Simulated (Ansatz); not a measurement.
# VBiO4 (Clinobisvanite): the cost of one run

Code: Ansatz 0.2.0. PAW datasets, plane waves, zero pressure. The values are computed, spin-unpolarised, and not measurements.

## 1. The system as given

The symmetry is C2/c (No. 15, monoclinic); conventional cell a = 7.247 Å, b = 11.697 Å, c = 5.090 Å, β = 134.2°, 12.88 Å³ an atom. Near V stand 4 O at 1.69–1.77 Å; near Bi stand 8 O at 2.35–2.63 Å; near O stand 1 V at 1.77 Å and 2 Bi at 2.35–2.37 Å; near O stand 1 V at 1.69 Å and 1 Bi at 2.52 Å.

Structure file:

```xyz
12
Lattice="3.6236 -5.8486 0.0000 3.6236 5.8486 0.0000 -3.5500 0.0000 3.6474" Properties=species:S:1:pos:R:3 pbc="T T T"
V     0.9611   -4.3280    2.7355
V     2.7361    4.3280    0.9118
Bi    0.9611    1.5616    2.7355
Bi    2.7361   -1.5616    0.9118
O     2.4175   -3.4132    2.3300
O    -0.4954   -3.4132    3.1411
O     1.2796    3.4132    1.3174
O     4.1926    3.4132    0.5063
O     2.3896   -0.5930    3.2082
O    -0.4675   -0.5930    2.2628
O     1.3076    0.5930    0.4391
O     4.1646    0.5930    1.3846
```

## 2. Relaxation with PBE

Contents of input.yaml:

```yaml
crystal:
  lattice:
    - [3.6235830947, -5.8486, 0.0]
    - [3.6235830947, 5.8486, 0.0]
    - [-3.5500110127, 0.0, 3.6473943918]
  atoms:
    - { symbol: V, position: [0.87, 0.13, 0.75] }
    - { symbol: V, position: [0.13, 0.87, 0.25] }
    - { symbol: Bi, position: [0.3665, 0.6335, 0.75] }
    - { symbol: Bi, position: [0.6335, 0.3665, 0.25] }
    - { symbol: O, position: [0.9383, 0.3547, 0.6388] }
    - { symbol: O, position: [0.6453, 0.0617, 0.8612] }
    - { symbol: O, position: [0.0617, 0.6453, 0.3612] }
    - { symbol: O, position: [0.3547, 0.9383, 0.1388] }
    - { symbol: O, position: [0.8113, 0.7099, 0.8796] }
    - { symbol: O, position: [0.2901, 0.1887, 0.6204] }
    - { symbol: O, position: [0.1887, 0.2901, 0.1204] }
    - { symbol: O, position: [0.7099, 0.8113, 0.3796] }
kpoints:
  mp_grid: { grid: [6, 6, 6] }
hamiltonian:
  xc: pbe
scf:
  occupations: { method: fermi_dirac, width: 0.02 }
relax:
  f_tol: 0.005
  cell: {}
```

Command:

```console
ansatz run input.yaml --threads 8 --pin off --max-ram 20275MiB --backend cpu --events-out ev --progress --plain --runs-dir out
```

What time and memory should one allow on 8 threads of Intel Xeon Platinum 8175M at 2.50GHz (Skylake/Cascade Lake), shared host?

About 48 s, with a peak of 1.2 GiB.
